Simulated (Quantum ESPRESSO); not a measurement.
A run of Quantum ESPRESSO 7.5 is set up as follows.

File pw.in:

```
&CONTROL
  calculation = 'scf'
  prefix = 'pwscf'
  outdir = './tmp'
  pseudo_dir = './pseudo'
  tprnfor = .true.
  tstress = .true.
  disk_io = 'low'
/
&SYSTEM
  ibrav = 0
  nat = 2
  ntyp = 1
  ecutwfc = 32
  nbnd = 9
  occupations = 'smearing'
  smearing = 'fd'
  degauss = 0.00367493
/
&ELECTRONS
  conv_thr = 4d-10
  electron_maxstep = 120
  mixing_beta = 0.5
/
ATOMIC_SPECIES
Si    28.0850 Si.upf
CELL_PARAMETERS angstrom
   0.0000000000    2.7218511865    2.7218511865
   2.7218511865    0.0000000000    2.7218511865
   2.7218511865    2.7218511865    0.0000000000
ATOMIC_POSITIONS crystal
Si     0.5000000000    0.5000000000    0.5000000000
Si     0.7500000000    0.7500000000    0.7500000000
K_POINTS automatic
8 8 8 0 0 0
```

nscf.in

```
&CONTROL
  calculation = 'nscf'
  prefix = 'pwscf'
  outdir = './tmp'
  pseudo_dir = './pseudo'
  disk_io = 'low'
/
&SYSTEM
  ibrav = 0
  nat = 2
  ntyp = 1
  ecutwfc = 32
  nbnd = 16
  occupations = 'smearing'
  smearing = 'fd'
  degauss = 0.00367493
  nosym = .true.
  noinv = .true.
/
&ELECTRONS
  conv_thr = 1d-09
  electron_maxstep = 120
  mixing_beta = 0.5
  diago_full_acc = .true.
/
ATOMIC_SPECIES
Si    28.0850 Si.upf
CELL_PARAMETERS angstrom
   0.0000000000    2.7218511865    2.7218511865
   2.7218511865    0.0000000000    2.7218511865
   2.7218511865    2.7218511865    0.0000000000
ATOMIC_POSITIONS crystal
Si     0.5000000000    0.5000000000    0.5000000000
Si     0.7500000000    0.7500000000    0.7500000000
K_POINTS crystal
125
  0.00000000   0.00000000   0.00000000 8.00000000e-03
  0.00000000   0.00000000   0.20000000 8.00000000e-03
  0.00000000   0.00000000   0.40000000 8.00000000e-03
  0.00000000   0.00000000   0.60000000 8.00000000e-03
  0.00000000   0.00000000   0.80000000 8.00000000e-03
  0.00000000   0.20000000   0.00000000 8.00000000e-03
[... 117 lines left out ...]
  0.80000000   0.80000000   0.60000000 8.00000000e-03
  0.80000000   0.80000000   0.80000000 8.00000000e-03
```

Contents of pw2wan.in:

```
&INPUTPP
  prefix = 'pwscf'
  outdir = './tmp'
  seedname = 'w'
  write_mmn = .true.
  write_amn = .true.
/
```

bands.in

```
&CONTROL
  calculation = 'bands'
  prefix = 'pwscf'
  outdir = './tmp'
  pseudo_dir = './pseudo'
  disk_io = 'low'
/
&SYSTEM
  ibrav = 0
  nat = 2
  ntyp = 1
  ecutwfc = 32
  nbnd = 16
  occupations = 'smearing'
  smearing = 'fd'
  degauss = 0.00367493
/
&ELECTRONS
  conv_thr = 1d-08
  electron_maxstep = 120
  mixing_beta = 0.5
  diago_full_acc = .true.
/
ATOMIC_SPECIES
Si    28.0850 Si.upf
CELL_PARAMETERS angstrom
   0.0000000000    2.7218511865    2.7218511865
   2.7218511865    0.0000000000    2.7218511865
   2.7218511865    2.7218511865    0.0000000000
ATOMIC_POSITIONS crystal
Si     0.5000000000    0.5000000000    0.5000000000
Si     0.7500000000    0.7500000000    0.7500000000
K_POINTS crystal
77
  0.00000000   0.00000000   0.00000000 1
  0.04166700   0.00000000   0.04166700 1
  0.08333300   0.00000000   0.08333300 1
  0.12500000   0.00000000   0.12500000 1
  0.16666700   0.00000000   0.16666700 1
  0.20833300   0.00000000   0.20833300 1
  0.25000000   0.00000000   0.25000000 1
  0.29166700   0.00000000   0.29166700 1
  0.33333300   0.00000000   0.33333300 1
  0.37500000   0.00000000   0.37500000 1
  0.41666700   0.00000000   0.41666700 1
  0.45833300   0.00000000   0.45833300 1
  0.50000000   0.00000000   0.50000000 1
  0.50000000   0.04166700   0.54166700 1
  0.50000000   0.08333300   0.58333300 1
  0.50000000   0.12500000   0.62500000 1
  0.50000000   0.16666700   0.66666700 1
  0.50000000   0.20833300   0.70833300 1
  0.50000000   0.25000000   0.75000000 1
  0.46875000   0.28125000   0.75000000 1
  0.43750000   0.31250000   0.75000000 1
  0.40625000   0.34375000   0.75000000 1
  0.37500000   0.37500000   0.75000000 1
  0.34615400   0.34615400   0.69230800 1
  0.31730800   0.31730800   0.63461500 1
  0.28846200   0.28846200   0.57692300 1
  0.25961500   0.25961500   0.51923100 1
  0.23076900   0.23076900   0.46153800 1
  0.20192300   0.20192300   0.40384600 1
  0.17307700   0.17307700   0.34615400 1
  0.14423100   0.14423100   0.28846200 1
  0.11538500   0.11538500   0.23076900 1
  0.08653800   0.08653800   0.17307700 1
  0.05769200   0.05769200   0.11538500 1
  0.02884600   0.02884600   0.05769200 1
  0.00000000   0.00000000   0.00000000 1
  0.05000000   0.05000000   0.05000000 1
  0.10000000   0.10000000   0.10000000 1
  0.15000000   0.15000000   0.15000000 1
  0.20000000   0.20000000   0.20000000 1
  0.25000000   0.25000000   0.25000000 1
  0.30000000   0.30000000   0.30000000 1
  0.35000000   0.35000000   0.35000000 1
  0.40000000   0.40000000   0.40000000 1
  0.45000000   0.45000000   0.45000000 1
  0.50000000   0.50000000   0.50000000 1
  0.51785700   0.46428600   0.51785700 1
  0.53571400   0.42857100   0.53571400 1
  0.55357100   0.39285700   0.55357100 1
  0.57142900   0.35714300   0.57142900 1
  0.58928600   0.32142900   0.58928600 1
  0.60714300   0.28571400   0.60714300 1
  0.62500000   0.25000000   0.62500000 1
  0.59375000   0.25000000   0.65625000 1
  0.56250000   0.25000000   0.68750000 1
  0.53125000   0.25000000   0.71875000 1
  0.50000000   0.25000000   0.75000000 1
  0.50000000   0.28125000   0.71875000 1
  0.50000000   0.31250000   0.68750000 1
  0.50000000   0.34375000   0.65625000 1
  0.50000000   0.37500000   0.62500000 1
  0.50000000   0.40625000   0.59375000 1
  0.50000000   0.43750000   0.56250000 1
  0.50000000   0.46875000   0.53125000 1
  0.50000000   0.50000000   0.50000000 1
  0.48214300   0.48214300   0.53571400 1
  0.46428600   0.46428600   0.57142900 1
  0.44642900   0.44642900   0.60714300 1
  0.42857100   0.42857100   0.64285700 1
  0.41071400   0.41071400   0.67857100 1
  0.39285700   0.39285700   0.71428600 1
  0.37500000   0.37500000   0.75000000 1
  0.62500000   0.25000000   0.62500000 1
  0.59375000   0.18750000   0.59375000 1
  0.56250000   0.12500000   0.56250000 1
  0.53125000   0.06250000   0.53125000 1
  0.50000000   0.00000000   0.50000000 1
```

File w.win:

```
num_wann = 8
num_bands = 16
guiding_centres = true
dis_froz_max = 9.5
dis_num_iter = 600
dis_mix_ratio = 0.5
dis_conv_tol = 1.0d-9
num_iter = 400
conv_tol = 1.0d-9
conv_window = 4
num_print_cycles = 40
fermi_energy = 6.2313
bands_plot = true
write_hr = true
mp_grid = 5 5 5
begin projections
Si: s;p
end projections
begin unit_cell_cart
ang
  0.0000000000   2.7218511865   2.7218511865
  2.7218511865   0.0000000000   2.7218511865
  2.7218511865   2.7218511865   0.0000000000
end unit_cell_cart
begin atoms_frac
Si   0.5000000000   0.5000000000   0.5000000000
Si   0.7500000000   0.7500000000   0.7500000000
end atoms_frac
begin kpoint_path
G   0.0000000000   0.0000000000   0.0000000000  X   0.5000000000   0.0000000000   0.5000000000
X   0.5000000000   0.0000000000   0.5000000000  W   0.5000000000   0.2500000000   0.7500000000
W   0.5000000000   0.2500000000   0.7500000000  K   0.3750000000   0.3750000000   0.7500000000
K   0.3750000000   0.3750000000   0.7500000000  G   0.0000000000   0.0000000000   0.0000000000
G   0.0000000000   0.0000000000   0.0000000000  L   0.5000000000   0.5000000000   0.5000000000
L   0.5000000000   0.5000000000   0.5000000000  U   0.6250000000   0.2500000000   0.6250000000
U   0.6250000000   0.2500000000   0.6250000000  W   0.5000000000   0.2500000000   0.7500000000
W   0.5000000000   0.2500000000   0.7500000000  L   0.5000000000   0.5000000000   0.5000000000
L   0.5000000000   0.5000000000   0.5000000000  K   0.3750000000   0.3750000000   0.7500000000
U   0.6250000000   0.2500000000   0.6250000000  X   0.5000000000   0.0000000000   0.5000000000
end kpoint_path
bands_num_points = 12
begin kpoints
  0.00000000   0.00000000   0.00000000
  0.00000000   0.00000000   0.20000000
  0.00000000   0.00000000   0.40000000
  0.00000000   0.00000000   0.60000000
  0.00000000   0.00000000   0.80000000
  0.00000000   0.20000000   0.00000000
[... 117 lines left out ...]
  0.80000000   0.80000000   0.60000000
  0.80000000   0.80000000   0.80000000
end kpoints
```

Potentials or basis: PseudoDojo 0.4.1 SR LDA standard.

Command:

```sh
$ OMP_NUM_THREADS=1 pw.x -in pw.in > pw.out
$ OMP_NUM_THREADS=1 pw.x -in nscf.in > nscf.out
$ wannier90.x -pp w
$ OMP_NUM_THREADS=1 pw2wannier90.x -in pw2wan.in > pw2wan.out
$ wannier90.x w
$ OMP_NUM_THREADS=1 pw.x -in bands.in > bands.out
```

**Question.** What does it give for the total Wannier spread?

**Answer.** 18.63 Å² over 8 functions.

**Question.** Predict the RMS miss of the Wannier bands.

**Answer.** 0.065 eV.

**Question.** Estimate the band gap on the k mesh.

**Answer.** 0.54 eV, indirect (least direct gap 2.53 eV).

**Question.** Estimate the band gap along the path.

**Answer.** 0.49 eV, indirect (least direct gap 2.53 eV).

**Question.** Estimate the pressure.

**Answer.** -2.5 GPa.

Parts of the spread (Å²): invariant 12.05, diagonal 0.137, off-diagonal 6.44, total 18.63. Against the direct bands the interpolation misses by 65 meV (root mean square) and 286 meV at most, for states up to 1 eV over the reference level.
